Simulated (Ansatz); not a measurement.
SnO2:

```
CELL_PARAMETERS angstrom
5.17526 0.00000 0.00000
0.00000 5.17526 0.00000
0.00000 0.00000 5.17526
ATOMIC_POSITIONS crystal
Sn 0.00000 0.00000 0.00000
Sn 0.50000 0.00000 0.50000
Sn 0.50000 0.50000 0.00000
Sn 0.00000 0.50000 0.50000
O 0.66110 0.83890 0.16110
O 0.83890 0.16110 0.66110
O 0.16110 0.66110 0.83890
O 0.33890 0.33890 0.33890
O 0.66110 0.66110 0.66110
O 0.83890 0.33890 0.16110
O 0.16110 0.83890 0.33890
O 0.33890 0.16110 0.83890
```

Measurements of this composition are mostly on another form, of space group No. 136.

Base run:

| Quantity | Value |
| --- | --- |
| Program | Ansatz 0.2.0 |
| Functional | r2SCAN |
| Potentials or basis | Ansatz PAW |
| Cutoff | 500 eV (not typed: the program's choice for these potentials) |
| k mesh | 5 × 5 × 5 |
| Occupations | fermi-dirac, width 0.05 eV |
| Spin | no spin polarisation |

Its results: band gap on the k mesh 1.13 eV, indirect (least direct gap 1.18 eV); pressure -9.0 GPa; largest force 0.017 eV/Å.

Q: The run is repeated on the same cell with these changes: functional from r2SCAN to PBEsol; cutoff from 500 eV (not typed: the program's choice for these potentials) to 420 eV (not typed: the program's choice for these potentials). What comes out?

A: Band gap on the k mesh 0.51 eV, indirect (least direct gap 0.57 eV); pressure -7.2 GPa; largest force 0.022 eV/Å.

r2SCAN gives the wider gap, since meta-GGAs in the generalised Kohn-Sham scheme recover part of the derivative discontinuity.

Caveats: spin-orbit coupling is left out, which moves the levels of the heavy elements; the PAW data sets come from PBE, with cores solved anew for the run's functional, which leaves a small shift of forces and pressure.
